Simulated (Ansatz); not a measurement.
# BAs (F-43m) in Ansatz: notebook

One crystal, BAs, is run at these levels: r2SCAN-EpsX; tasks: band structure, single point, equation of state.

All numbers are computed with Ansatz 0.2.0; they aren't measurements. Logs are shortened: lines on timing, memory, paths and dates and some standing lists are left out, and cuts for length are marked.

**1. The structure**

It takes space group F-43m (No. 216, cubic). Conventional cell: a = 4.777 Å, b = 4.777 Å, c = 4.777 Å, α = 90.00°, β = 90.00°, γ = 90.00°. As (site symmetry -43m) is surrounded by 4 B at 2.07 Å. B (site symmetry -43m) is surrounded by 4 As at 2.07 Å.

**2. Band structure, r2SCAN-EpsX**

input.yaml

```yaml
crystal:
  lattice:
    - [0.0, 2.3885, 2.3885]
    - [2.3885, 0.0, 2.3885]
    - [2.3885, 2.3885, 0.0]
  atoms:
    - { symbol: As, position: [0.75, 0.75, 0.75] }
    - { symbol: B, position: [0.0, 0.0, 0.0] }
hamiltonian:
  xc:
    exchange: r2scan
    correlation: r2scan
    exx: { coeff: inverse_dielectric }
  pseudopotentials: { kind: paw }
kpoints:
  mp_grid: { grid: [6, 6, 6] }
  band_path:
    path:
      - [[0.0, 0.0, 0.0], [0.5, 0.0, 0.5], [0.5, 0.25, 0.75], [0.375, 0.375, 0.75], [0.0, 0.0, 0.0], [0.5, 0.5, 0.5], [0.625, 0.25, 0.625], [0.5, 0.25, 0.75], [0.5, 0.5, 0.5], [0.375, 0.375, 0.75]]
      - [[0.625, 0.25, 0.625], [0.5, 0.0, 0.5]]
    npoints: 4
scf:
  occupations: { method: fermi_dirac, width: 0.05 }
  n_extra_bands: 6
output:
  forces: true
  stress: true
  eigenvalues: true
  fatbands: false
```

Potentials or basis: Ansatz PAW.

On the command line:

```
> ansatz run input.yaml --threads 2 --pin off --max-ram 5632MiB --backend cpu --events-out ev --progress --plain --runs-dir out
```

Output:

```text
Warning: output.stress: scf.convergence.dr2_threshold = 1e-7 eV (the SCF's general default) is looser than the 2e-10 eV advised for a printed stress (1e-10 eV for each atom of the cell: 2). What an SCF threshold leaves in a stress goes as its square root, and in the free energy as the threshold itself, and one threshold admits the most on a small cell: of the crystals measured, under no hybrid functional and no lock of the moments, on runs that ended without the residual-converged pass, on stresses that held no estimate of that error, the worst erred by over 100 MPa in a component at 1e-7 eV an atom and by under 5 at 1e-10. Set scf.convergence.dr2_threshold to 2e-10 eV or tighter. The threshold is an SCF's pass mark: one that does not reach it within its budget of iterations ends unconverged, or closes short of it on a stop that the run arms, and scf.convergence.dr2_threshold's page says what that costs each kind of run
Warning: output.stress: scf.exx.energy_threshold = 1e-6 eV is looser than the 2e-8 eV advised for a stress under a hybrid functional (1e-8 eV for each atom of the cell: 2). Every SCF of the exchange loop can meet its threshold on dr2 while the loop round them stops early: no threshold on dr2 bounds what that leaves in the stress. Set scf.exx.energy_threshold to 2e-8 eV or tighter. The threshold is the loop's pass mark: a loop that does not reach it within its budget of cycles ends unconverged, and scf.exx.energy_threshold's page has the law
Warning: RAYON_NUM_THREADS=2 ignored (pool sized by the plan → 2); use --threads N
scf.n_extra_bands = 6 over 9 filled bands (N_el = 18.0): the run solves 15 bands
the fraction of exact exchange is that of a crystal of As1B1
Engine: ansatz 0.2.0, aarch64-unknown-linux-gnu
Pseudopotentials: kind: paw
Pseudopotential: As, paw, valence charge 15, recommended cutoff 500 eV (meta_gga), As.paw.azcp
Pseudopotential: B, paw, valence charge 3, recommended cutoff 500 eV (meta_gga), B.paw.azcp
Functional definition: unnamed
  parameter a_1 = 0.25
  exchange = (1 - a_1)*r2scan_x + a_1*exact_x
  correlation = r2scan_c
  a weight of exact exchange comes from the crystal, and the text's number only plans the run
Solving k-mesh 4×4×4 for the fraction of exact exchange
ε∞ on k-mesh 4×4×4 of a primitive cell, without crystal.supercell, crystal.defects and total_charge: xx 9.3020, yy 9.3020, zz 9.3020; 3/Tr ε∞, of that cell with its empty space = 0.10750346565937538; solved inside the basis of its states, on 6×6×6 points, each entry to 0.0413, at a least direct gap of 3.431 eV
Crystal: 2 atoms, lattice volume = 27.252 Å³
Basis set: ecut = 500 eV, 701 PW (Γ), exchange–correlation on 100×100×100 points (64 copies of the dense FFT grid, shifted against one another)
Bands: 15, of which v1, the nominal top of the filled ones, is band 9 counted from 1 (8 counted from 0)
Symmetry: 24 space group operations
Space group: F-43m (ITA 216), of the structure as read, at distance tolerance 3.0e-5 Å
k-points: 16 of 216 (time reversal used)
Non-local potential: As, projectors of the file, l = 0: 2, l = 1: 2, l = 2: 3, l = 3: 1
Non-local potential: B, projectors of the file, l = 0: 2, l = 1: 2, l = 2: 1
PAW form: soft (Blöchl's): semilocal exchange-correlation on the pseudo side does not see the compensation charge
PAW frozen core: As, regenerated for the run's functional, and the local potential with it (the file was generated under x = pbe(κ = 0.804, μ = 0.2195149727645171), c = pbe(β = 0.06672455060314922))
PAW frozen core: B, regenerated for the run's functional, and the local potential with it (the file was generated under x = pbe(κ = 0.804, μ = 0.2195149727645171), c = pbe(β = 0.06672455060314922))
PAW one-centre angular grid: As, 590 points (default); XC on 160 Gauss nodes
PAW one-centre angular grid: B, 302 points (default); XC on 160 Gauss nodes
Initial density: superposition of atomic densities (neutral atoms: chi_scale 0, normalization atom), corrected by the library's trained network
Initial wavefunctions: pseudopotential atomic-orbital guess
Functional: x = r2scan, c = r2scan; τ floored in thin density (d = 2e-4 eV/Å³), warm-up for x = 0.8924965343406246 r2scan + 0.10750346565937538 exact, c = r2scan; τ floored in thin density (d = 2e-4 eV/Å³)
SCF iter   1: F=—  HF=-5021.297634 eV  |F-HF|=—  |Δ(HF+E_count)|=         —  Δρ=5.90e-3  dr2=1.01e-2  dr2_τ=9.67e-2  ethr=1.77e-3  ⟨swp⟩=9.3  Hψ=1077  notcnv=0
preconditioner: auto → none  [insulator: Δε(μ)=1.436 eV  Ē_g=15.551 eV  σ=0.050 eV  W_gap=1.00  n_scr=8 (ndim 8)  ℏωp=20.1 eV  f_vac=0.000  D(μ)=0.00/eV (n_scr^D=0)]
iter 2 solved again at ethr=4.78e-6 eV; its pass at ethr=5.62e-5 eV (dr2=8.61e-4 eV) is discarded
SCF iter   2: F=—  HF=-5021.322902 eV  |F-HF|=—  |Δ(HF+E_count)|=   2.53e-2  Δρ=2.47e-3  dr2=8.65e-4  dr2_τ=1.05e-4  ethr=4.78e-6  ⟨swp⟩=2.1  Hψ=1076  notcnv=0  defer=2
SCF iter   3: F=—  HF=-5021.323011 eV  |F-HF|=—  |Δ(HF+E_count)|=   1.09e-4  Δρ=1.33e-3  dr2=2.20e-4  dr2_τ=3.25e-6  ethr=4.78e-6  ⟨swp⟩=2.1  Hψ=389  notcnv=0  defer=1
SCF iter   4: F=-5021.323079 eV  HF=-5021.323077 eV  |F-HF|=1.44e-6  |Δ(HF+E_count)|=   6.63e-5  Δρ=2.10e-4  dr2=5.19e-6  dr2_τ=1.83e-7  ethr=1.22e-6  ⟨swp⟩=2.1  Hψ=387  notcnv=0  defer=1
SCF 1 stopped early in 4 iterations: F = -5021.323079 eV  dr2 = 5.19e-6
Initial density: handed on by an earlier stage of this run
Initial wavefunctions: those handed on with the density
Functional: x = 0.8924965343406246 r2scan + 0.10750346565937538 exact, c = r2scan; τ floored in thin density (d = 2e-4 eV/Å³)
Frozen-core exchange: fock
SCF iter   1: F=—  HF=-5020.970684 eV  |F-HF|=—  |Δ(HF+E_count)|=         —  Δρ=2.13e-3  dr2=5.69e-4  dr2_τ=2.23e-5  ethr=2.89e-7  ⟨swp⟩=6.4  Hψ=1107  notcnv=0
preconditioner: auto → none  [insulator: Δε(μ)=1.976 eV  Ē_g=16.452 eV  σ=0.050 eV  W_gap=1.00  n_scr=8 (ndim 8)  ℏωp=20.1 eV  f_vac=0.002  D(μ)=0.00/eV (n_scr^D=0)]
SCF iter   2: F=—  HF=-5020.970129 eV  |F-HF|=—  |Δ(HF+E_count)|=   5.54e-4  Δρ=7.79e-4  dr2=1.16e-4  dr2_τ=7.27e-7  ethr=2.89e-7  ⟨swp⟩=4.0  Hψ=620  notcnv=0
SCF iter   3: F=—  HF=-5020.970139 eV  |F-HF|=—  |Δ(HF+E_count)|=   9.67e-6  Δρ=1.95e-4  dr2=1.36e-5  dr2_τ=1.36e-7  ethr=2.89e-7  ⟨swp⟩=2.0  Hψ=384  notcnv=0
SCF iter   4: F=—  HF=-5020.970430 eV  |F-HF|=—  |Δ(HF+E_count)|=   2.91e-4  Δρ=1.03e-4  dr2=1.03e-6  dr2_τ=2.45e-8  ethr=2.09e-8  ⟨swp⟩=4.0  Hψ=677  notcnv=0
SCF iter   5: F=-5020.970429 eV  HF=-5020.970429 eV  |F-HF|=7.44e-9  |Δ(HF+E_count)|=   4.82e-7  Δρ=1.94e-5  dr2=7.54e-8  dr2_τ=7.95e-10  ethr=5.63e-9  ⟨swp⟩=3.0  Hψ=520  notcnv=0
SCF 2 converged in 5 iterations: F = -5020.970429 eV  dr2 = 7.54e-8
hybrid outer 1: dexx = +2.554e-4 eV, tail = 8.37e-7 eV
Frozen-core exchange: fock
SCF iter   1: F=—  HF=-5020.970438 eV  |F-HF|=—  |Δ(HF+E_count)|=         —  Δρ=2.79e-5  dr2=9.06e-8  dr2_τ=1.40e-9  ethr=2.32e-8  ⟨swp⟩=5.6  Hψ=614  notcnv=0
preconditioner: auto → none  [insulator: Δε(μ)=1.986 eV  Ē_g=16.453 eV  σ=0.050 eV  W_gap=1.00  n_scr=8 (ndim 8)  ℏωp=20.1 eV  f_vac=0.002  D(μ)=0.00/eV (n_scr^D=0)]
SCF iter   2: F=—  HF=-5020.970438 eV  |F-HF|=—  |Δ(HF+E_count)|=   1.75e-8  Δρ=1.07e-5  dr2=1.42e-8  dr2_τ=1.41e-10  ethr=4.97e-10  ⟨swp⟩=3.4  Hψ=528  notcnv=0
SCF iter   3: F=-5020.970438 eV  HF=-5020.970438 eV  |F-HF|=7.08e-10  |Δ(HF+E_count)|=   3.72e-9  Δρ=2.02e-6  dr2=1.13e-9  dr2_τ=3.82e-11  ethr=7.27e-11  ⟨swp⟩=2.2  Hψ=389  notcnv=0
SCF 3 converged in 3 iterations: F = -5020.970438 eV  dr2 = 1.13e-9
  Residual-converged pass: ⟨swp⟩=3.0  Hψ=516  notcnv=0  max |occ|·‖R‖ = 2.2e-6 eV (tolerance 2.4e-6 eV)  dr2=1.16e-9  dr2_τ=3.60e-11  dr2_onsite=1.01e-9  max |Δocc| = 8.7e-18
hybrid outer 2: dexx = +8.707e-9 eV, tail = 4.54e-9 eV, Δε = 4.59e-4 eV (about 4.87e-5 eV left of the loop's levels)
NSCF: frozen V_eff on 42 k-points
hybrid SCF converged: 2 outer / 8 inner (+4 warm-up), last move |dexx| = 8.71e-9 eV, tail = 4.54e-9 eV
Stability not checked: this state was not tested for a lower state beside it, because the functional holds exact exchange (a hybrid, or Hartree-Fock), whose exchange loop this test does not read (fock_operator; see scf.lower_state_search)
Free energy (F): -5020.970438 eV
Frozen-core exchange: fock
Harris-Foulkes:  -5020.970438 eV  (|F-HF|=7.08e-10)
Internal energy: -5020.970438 eV  (E = F + TS)
E sigma→0 (E₀):  -5020.970438 eV
Fermi energy:    11.741867 eV
--- Per-component energies (eV) ---
  E_band       = -244.163719
  E_kinetic    = 151.343318
  E_local      = -1694.341436  (includes V_loc(G=0)·N_el)
  E_nonlocal   = -657.926698
  E_hartree    = 941.462277
  E_xc         = -95.531190
  E_vxc        = -112.744894  (∫ρ·V_xc dr)
  E_exx        = -31.882237  (= α·E_x^exact, valence–valence)
  E_paw        = -1906.716549  (= ΣΔE_a)
  E_vpaw       = 245.130543  (= ΣTr[D̂ρ^β])
  E_aug_tail   = -0.000007  (compensation charges beyond the density's cutoff)
  E_vtau       = 5.215666  (kinetic-family band-sum trace: ∫τ·v_τ [+ j·A + Jᵃ·Aᵃ] dr)
  E_ewald      = -1725.774997
  E_core_change = -1.602921  (= ΣΔE_core)
  E_smearing   = -0.000000  (= −TS)
  E_closure    = 0.000002  (closes the sum)
  Σ components = -5020.970438   (vs F -5020.970438, Δ=0.00e0)
--- Forces (eV/Å), atoms counted from 1 ---
  atom   1  As    -0.00000000     0.00000000     0.00000000
  atom   2  B     -0.00000000    -0.00000000     0.00000000
  max |Σ_I F_I| component: 5.65e-16 eV/Å
--- Stress (GPa, compression-positive) ---
       -0.332246       0.000000      -0.000000
       -0.000000      -0.332246       0.000000
       -0.000000       0.000000      -0.332246
  P = ⅓ Tr σ = -0.3322 GPa (-3.322 kbar)
--- Band table (eV; the first three rows and the last of 16) ---
  k-point 0: bands = ["-27.3057", "-27.3057", "-27.3057", "-27.2757", "-27.2757", "-6.0024", "10.7670", "10.7670", "10.7670", "14.7994", "14.7994", "14.7994", "16.5829", "21.7613", "25.1015"]
  k-point 1: bands = ["-27.3048", "-27.3035", "-27.3035", "-27.2755", "-27.2755", "-5.5095", "7.5417", "10.0194", "10.0194", "14.9529", "15.7782", "15.7782", "18.6510", "23.2346", "23.3543"]
  k-point 2: bands = ["-27.3030", "-27.3000", "-27.3000", "-27.2744", "-27.2744", "-4.1276", "3.3924", "9.0912", "9.0912", "14.5077", "16.5134", "16.5134", "20.8786", "23.7076", "24.1959"]
  k-point 15: bands = ["-27.3060", "-27.2937", "-27.2884", "-27.2798", "-27.2713", "-1.2332", "1.6558", "5.1603", "5.3733", "15.4386", "15.7130", "20.7219", "20.9994", "24.8192", "28.1692"]
```

Run time: 2.3 min. Hardware: 2 threads of Arm Neoverse V2, shared host; peak memory 1.2 GiB.

What came out:

```
Free energy             : -5020.9704 eV
Pressure                : -0.3 GPa
Band gap on the k mesh  : 1.99 eV, indirect (least direct gap 4.03 eV)
Band gap along the path : 1.90 eV, indirect (least direct gap 4.03 eV)
Share of exact exchange : 0.108
```

Levels at the corners of the path, in eV from the valence-band top:
| point | band 6 | band 7 | band 8 | band 9 | band 10 | band 11 | band 12 | band 13 |
| --- | --- | --- | --- | --- | --- | --- | --- | --- |
| Γ | -16.77 | 0.00 | 0.00 | 0.00 | 4.03 | 4.03 | 4.03 | 5.82 |
| X | -12.13 | -9.44 | -4.48 | -4.48 | 2.13 | 2.22 | 13.04 | 13.04 |
| W | -11.95 | -8.97 | -5.96 | -5.65 | 6.32 | 7.18 | 7.81 | 8.13 |
| K | -12.19 | -9.03 | -6.46 | -3.83 | 2.82 | 6.63 | 10.60 | 11.20 |
| Γ | -16.77 | 0.00 | 0.00 | 0.00 | 4.03 | 4.03 | 4.03 | 5.82 |
| L | -13.63 | -9.62 | -2.02 | -2.02 | 3.56 | 5.69 | 5.69 | 10.25 |
| U | -12.19 | -9.03 | -6.46 | -3.83 | 2.82 | 6.63 | 10.60 | 11.20 |
| W | -11.95 | -8.97 | -5.96 | -5.65 | 6.32 | 7.18 | 7.81 | 8.13 |
| L | -13.63 | -9.62 | -2.02 | -2.02 | 3.56 | 5.69 | 5.69 | 10.25 |
| K | -12.19 | -9.03 | -6.46 | -3.83 | 2.82 | 6.63 | 10.60 | 11.20 |
| U | -12.19 | -9.03 | -6.46 | -3.83 | 2.82 | 6.63 | 10.60 | 11.20 |
| X | -12.13 | -9.44 | -4.48 | -4.48 | 2.13 | 2.22 | 13.04 | 13.04 |

Caveat: the k mesh misses the band edges, so the gap on the mesh is wider than the one along the path; the PAW data sets come from PBE, with cores solved anew for the run's functional, which leaves a small shift of forces and pressure; the thresholds are loose for stress.

(Continued in part 2 of 2.)
